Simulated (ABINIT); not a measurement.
Ga in ABINIT: the effect of target pressure

Ga:

```
Ga
1.0
     2.77842    0.00000    0.00000
     0.00000    3.28161    0.00000
    -1.34343    0.00000    3.99027
Ga
2
Direct
  0.13460 0.75000 0.77017
  0.86540 0.25000 0.22983
```

This isn't the form of Ga at room conditions, which is orthorhombic.

Alike in all runs:

```yaml
Program: ABINIT 10.8.3 (patched build)
Task: relaxation of cell and atoms
Functional: PBEsol
Potentials_or_basis: JTH PAW PBE v2.0
Cutoff: 463 eV
k_mesh: 8 × 6 × 6
Occupations: fermi-dirac, width 0.05 eV
Spin: no spin polarisation
```

Each run relaxes the cell or the atoms first.

**Question.** One run gave: relaxed volume 15.98 Å³/atom. Which target pressure did it use?
A. 0 GPa
B. 20 GPa
C. 10 GPa

**Answer.** C.

```csv
target pressure,relaxed volume (Å³/atom)
0 GPa,17.97
10 GPa,15.98
20 GPa,14.77
```

Caveats: the PAW data sets were made with another functional, which shifts forces and pressure a little; the volume moved by over 15 % at a fixed basis, so the end points are rough (some runs).

Runs at the PBE level aren't shown here.
